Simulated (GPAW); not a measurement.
# PbSe in GPAW: convergence with k mesh

Input of the first run (k mesh 2 × 2 × 2); the others differ in this setting and in those tied to it:

Contents of run.py:

```python
from ase.dft.bandgap import bandgap
from ase.io import read, write
from ase.units import GPa
from gpaw import GPAW, PW

atoms = read('POSCAR')

calc = GPAW(mode=PW(600),
            xc='LDA',
            kpts={'size': (2, 2, 2), 'gamma': True},
            occupations={'name': 'fermi-dirac', 'width': 0.05},
            nbands=19,
            convergence={'density': 1e-05, 'energy': 1e-05},
            maxiter=100,
            txt='gpaw.txt')
atoms.calc = calc
energy = atoms.get_potential_energy()
forces = atoms.get_forces()
stress = atoms.get_stress()
calc.write('gs.gpw')
write('result.traj', atoms)
print(f'Energy: {energy:.6f} eV')
print('Forces (eV/A):')
print(forces.round(4))
print('Stress (GPa):', (stress / GPa).round(3))
print('Fermi level:', round(calc.get_fermi_level(), 4), 'eV')
print(f'Gap: {bandgap(calc)[0]:.4f} eV, direct: {bandgap(calc, direct=True)[0]:.4f} eV')
```

Contents of POSCAR:

```
PbSe
1.0
    3.7843220000      0.0000000000      0.0000000000
    0.0000000000      3.7843220000      0.0000000000
    0.0000000000      0.0000000000      3.7843220000
Pb Se
1 1
Direct
    0.0000000000      0.0000000000      0.0000000000
    0.5000000000      0.5000000000      0.5000000000
```

Potentials or basis: the program's PAW data sets (release 1.2.1) made for this functional, pw.

Run with:

```bash
$ OMP_NUM_THREADS=1 python run.py
```

Measurements of this composition are mostly on another form, of space group No. 225.

Hardware: 1 thread of Arm Neoverse V2 (shared host).

Question: The values tried are 2 × 2 × 2, 3 × 3 × 3, 4 × 4 × 4, 5 × 5 × 5, 6 × 6 × 6, 8 × 8 × 8, 9 × 9 × 9, loosest first. From which on does the gap on the mesh stay within 0.01 eV of the tightest run that finished?

Answer: From 6 × 6 × 6 on.

```csv
k mesh,"energy less the tightest run, at zero smearing (meV/atom)",pressure (GPa),gap on the mesh (eV),SCF cycles,CPU time (s),peak memory (GiB)
2 × 2 × 2,668.19,-2.07,0.000,11,3.9,0.14
3 × 3 × 3,1.09,-4.91,1.389,9,3.5,0.14
4 × 4 × 4,48.15,-4.11,0.000,10,6.7,0.14
5 × 5 × 5,12.14,-4.66,0.161,11,7.1,0.14
6 × 6 × 6,3.01,-4.94,0.000,11,12,0.15
8 × 8 × 8,-4.00,-4.96,0.000,10,19,0.17
9 × 9 × 9,0.00,-4.76,0.000,10,19,0.17
```

Not settled before the last step: the energy (to 1 meV/atom), the pressure (to 0.1 GPa). Meshes of other sizes hit other points, so gaps and Fermi surfaces needn't settle smoothly. The tightest run that finished is the yardstick and may itself not be fully converged.

The run has no spin-orbit coupling, so splittings on Pb are missing.
